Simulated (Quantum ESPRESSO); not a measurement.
Crystal: NaCl.

```
Cl Na
1.0
     0.00000    2.79406    2.79406
     2.79406    0.00000    2.79406
     2.79406    2.79406    0.00000
Cl Na
1 1
Direct
  0.50000 0.50000 0.50000
  0.00000 0.00000 0.00000
```

The cell is a database's computed one.

Base run:

```yaml
Program: Quantum ESPRESSO 7.5
Functional: PBEsol
Potentials_or_basis: PseudoDojo 0.4.1 SR PBEsol standard
Cutoff: 1197 eV
Density_cutoff: 4789 eV
k_mesh: 8 × 8 × 8
Occupations: fermi-dirac, width 0.05 eV
Spin: no spin polarisation
```

Its results: band gap on the k mesh 5.04 eV, direct; pressure 0.2 GPa.

Question: The run is repeated on the same cell with these changes: functional from PBEsol to LDA; potentials or basis from PseudoDojo 0.4.1 SR PBEsol standard to PseudoDojo 0.4.1 SR LDA standard. What comes out?

Answer: Band gap on the k mesh 4.80 eV, direct; pressure -1.8 GPa.

Not every run made on this cell is shown here.
